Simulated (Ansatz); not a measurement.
Crystal: SrO.

```
CELL_PARAMETERS angstrom
0.00000 2.56630 2.56630
2.56630 0.00000 2.56630
2.56630 2.56630 0.00000
ATOMIC_POSITIONS crystal
Sr 0.50000 0.50000 0.50000
O 0.00000 0.00000 0.00000
```

Base run:

* Program: Ansatz 0.2.0
* Functional: LDA
* Potentials or basis: Ansatz PAW
* Cutoff: 420 eV (not typed: the program's choice for these potentials)
* k mesh: 9 × 9 × 9
* Occupations: fermi-dirac, width 0.05 eV
* Spin: no spin polarisation

Its results: band gap on the k mesh 3.21 eV, indirect (least direct gap 3.29 eV); pressure -3.8 GPa.

Question: After a change of settings the same cell gave: band gap on the k mesh 3.26 eV, indirect (least direct gap 3.34 eV); pressure -0.6 GPa. Which change was it?
A. functional from LDA to PBE
B. k mesh from 9 × 9 × 9 to 7 × 7 × 7; spin from no spin polarisation to spin-orbit coupling, no magnetisation; potential files from those of the base run to others of the same set
C. functional from LDA to PBE; occupations from fermi-dirac, width 0.05 eV to gaussian, width 0.011 eV
D. functional from LDA to PBEsol

Answer: D.

PBEsol binds less tightly than LDA, so the same cell stands under more pressure.

Caveats: the k mesh misses the band edges, so the gap on the mesh is wider than the one along the path; the PAW data sets come from PBE, with cores solved anew for the run's functional, which leaves a small shift of forces and pressure.
